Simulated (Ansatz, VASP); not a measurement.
# One calculation of Ni, two programs

Contents of INCAR:

```
PREC = Accurate
ENCUT = 520
EDIFF = 1E-6
ISMEAR = -1
SIGMA = 0.05
LREAL = F
LASPH = T
NELM = 150
ALGO = Normal
ISIF = 2
LWAVE = F
LCHARG = F
ISPIN = 2
MAGMOM = 0.7 0.7
LORBIT = 11
LMAXMIX = 4
GGA = RE
NBANDS = 21
```

Contents of KPOINTS:

```
Automatic mesh
0
Gamma
  16 16 9
```

The input POSCAR:

```
Ni
1.0
    2.4727017090      0.0000000000      0.0000000000
   -1.2363508545      2.1414224960      0.0000000000
    0.0000000000      0.0000000000      4.0495181848
Ni
2
Direct
    0.3333333333      0.6666666667      0.2500000000
    0.6666666667      0.3333333333      0.7500000000
```

Input for Ansatz:

```yaml
crystal:
  lattice:
    - [2.472701709, 0.0, 0.0]
    - [-1.2363508545, 2.141422496, 0.0]
    - [0.0, 0.0, 4.0495181848]
  atoms:
    - { symbol: Ni, position: [0.3333333333, 0.6666666667, 0.25], spin: 0.7 }
    - { symbol: Ni, position: [0.6666666667, 0.3333333333, 0.75], spin: 0.7 }
hamiltonian:
  xc: revpbe
  pseudopotentials:
    kind: paw
    azcp:
      Ni: "pseudopotentials/Ni.paw.azcp"
basis:
  ecutwfc: 420
  fft_grid_basis: typed
kpoints:
  mp_grid: { grid: [16, 16, 9], shift: [0, 0, 0] }
magnetization:
  spin_polarized: true
scf:
  occupations: { method: fermi_dirac, width: 0.05 }
  lower_state_search: "off"
output:
  stress: true
  write_density: true
  write_potential: true
  elf: true
  volumetric_format: npy
```

Alike in both runs: task single point; functional revPBE; k mesh 16 × 16 × 9; occupations fermi-dirac, width 0.05 eV; collinear spin.

```csv
,VASP,Ansatz
version,VASP 6.6.1,Ansatz 0.2.0
potentials or method,"VASP PAW PBE potentials, release 64 (Ni)","plane waves (420 eV) with PAW, scalar-relativistic"
plane-wave cutoff (eV),520,420
valence electrons in the cell,20,36
```

VASP gave:

* pressure (GPa): 7.8
* largest component of the traceless stress (GPa): 0.64
* net moment per atom (μB): 0.61
* size of the moment on the site where the two differ most (μB): 0.62

Estimate Ansatz's values.

pressure (GPa): 8.0; largest component of the traceless stress (GPa): 0.55; net moment per atom (μB): 0.64; size of the moment on the site where the two differ most (μB): 0.68.

Site moments also hang on the region over which each program counts them. The functional is the same, so the differences come from potentials, cutoffs and numerics. The two sets of potentials don't hold the same shells in valence.

Caveats: the PAW data sets were made with another functional, which shifts forces and pressure a little (VASP).
